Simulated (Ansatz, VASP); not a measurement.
One calculation of LiS2, two programs

The input INCAR:

```
SYSTEM = LiS2
  PREC = Accurate
  ENCUT = 520
  EDIFF = 1E-6
  ISMEAR = 0
  SIGMA = 0.1
  LREAL = .FALSE.
  LASPH = .TRUE.
  NELM = 100
  ALGO = Fast
  ISIF = 2
  LWAVE = .FALSE.
  LCHARG = .FALSE.
  LDIPOL = .TRUE.
  IDIPOL = 3
  DIPOL = 0.5 0.5 0.267
  GGA = PE
  IVDW = 12
  NBANDS = 24
```

File KPOINTS:

```
Automatic mesh
0
G
  15 15 1
  0 0 0
```

File POSCAR:

```
LiS2
1.0
    3.0865575548      0.0000000030      0.0000000000
   -1.5432787800      2.6730372512      0.0000000000
    0.0000000000      0.0000000000     41.2251821417
Li S
2 4
Direct
    0.0000000000      0.0000000000      0.2003581577
    0.0000000000      0.0000000000      0.3332962462
    0.3333333333      0.6666666667      0.1610888551
    0.6666666667      0.3333333333      0.2434869997
    0.6666666667      0.3333333333      0.2901674041
    0.3333333333      0.6666666667      0.3725655487
```

Input for Ansatz:

```yaml
crystal:
  lattice:
    - [3.0865575548, 3.0e-09, 0.0]
    - [-1.54327878, 2.6730372512, 0.0]
    - [0.0, 0.0, 41.2251821417]
  atoms:
    - { symbol: Li, position: [0.0, 0.0, 0.2003581577] }
    - { symbol: Li, position: [0.0, 0.0, 0.3332962462] }
    - { symbol: S, position: [0.3333333333, 0.6666666667, 0.1610888551] }
    - { symbol: S, position: [0.6666666667, 0.3333333333, 0.2434869997] }
    - { symbol: S, position: [0.6666666667, 0.3333333333, 0.2901674041] }
    - { symbol: S, position: [0.3333333333, 0.6666666667, 0.3725655487] }
  periodic: [true, true, false]
basis:
  ecutwfc: 420
kpoints:
  mp_grid: { grid: [15, 15, 1] }
  band_path:
    path:
      - [0.0, 0.0, 0.0]
      - [0.5, 0.0, 0.0]
      - [0.33333333, 0.33333333, 0.0]
      - [0.0, 0.0, 0.0]
    npoints: 14
hamiltonian:
  xc: pbe
  dispersion: d3bj
scf:
  occupations: { method: gaussian, width: 0.1 }
  n_extra_bands: 15
output:
  forces: true
  stress: true
  eigenvalues: true
  populations: true
  dos: { projected: true, de: 0.02, nscf_kmesh: { grid: [18, 18, 1] } }
  bader: true
  write_density: true
  write_potential: true
  elf: true
  volumetric_format: npy
```

The cell was built by a generator and needn't be a form met in nature.

Alike in both runs: task single point; functional PBE; dispersion D3(BJ); k mesh 15 × 15 × 1; occupations gaussian, width 0.1 eV; no spin polarisation.

```csv
,VASP,Ansatz
version,VASP 6.6.1,Ansatz 0.2.0
potentials or method,"VASP PAW PBE potentials, release 64 (Li_sv, S)","scalar-relativistic, plane waves, PAW"
plane-wave cutoff (eV),520,420
valence electrons in the cell,30,30
```

|  | VASP | Ansatz | Ansatz less VASP |
| --- | --- | --- | --- |
| gap on the k mesh at the Fermi level (eV) | none | none | - |
| rms of the force components (eV/Å) | 0.073 | 0.003 | -0.0702 |
| dispersion energy (meV/atom) | -271.5 | -271.5 | +0.01 |

Atom by atom the forces differ by 0.074 eV/Å (rms over components). A gap of «none» marks a metal or a gap that the smearing closes. Ansatz warned: «xc_potential_rough_in_thin_density».
